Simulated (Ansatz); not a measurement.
# Replacing Al in AlP

All numbers are results of PBE, scalar-relativistic (spin polarisation where moments were expected) in the plane-wave PAW code Ansatz at 420 eV, Gaussian smearing of 0.05 eV, not measurements.

AlP was relaxed to zero pressure in the COD cell structure.

It takes space group F-43m (No. 216, cubic). Conventional cell: a = 5.508 Å, b = 5.508 Å, c = 5.508 Å, α = 90.00°, β = 90.00°, γ = 90.00°. Al (site symmetry -43m) is surrounded by 4 P at 2.38 Å. P (site symmetry -43m) has 4 Al at 2.38 Å as nearest neighbours. Neighbours are those within 15 % of a site's shortest distance, so a longer bond may be listed from one end only.

Results for AlP: a (Å) 5.508, V (Å³/atom) 20.88, shortest unlike bond (Å) 2.38, gap (eV) 1.63, B0 (GPa) 83, E_f (eV/atom) -0.64.

Task: All Al is replaced by B and the cell relaxed again in the same space group. What comes out?

Result: BP: a (Å) 4.548, V (Å³/atom) 11.76, shortest unlike bond (Å) 1.97, gap (eV) 1.25, B0 (GPa) 162, E_f (eV/atom) -0.43.

The volume changes by −43.7 %, or −17.4 % in mean length, and the shortest unlike bond by -0.41 Å. The bulk modulus goes from 82.7 to 162.0 GPa, as V^−1.2: with like bonding the larger cell is the softer. The formation energy moves by 0.21 eV/atom, so AlP is the more strongly bound against its own elements.

Gaps are (generalised) Kohn–Sham gaps. E_f is the formation energy from the elements run alike, at 0 K, without zero-point energy or dispersion between the molecules, chains or layers of the solid elements; it is good to about 0.01 eV/atom as a calculation.

All runs used the PAW datasets of the set soft_2.
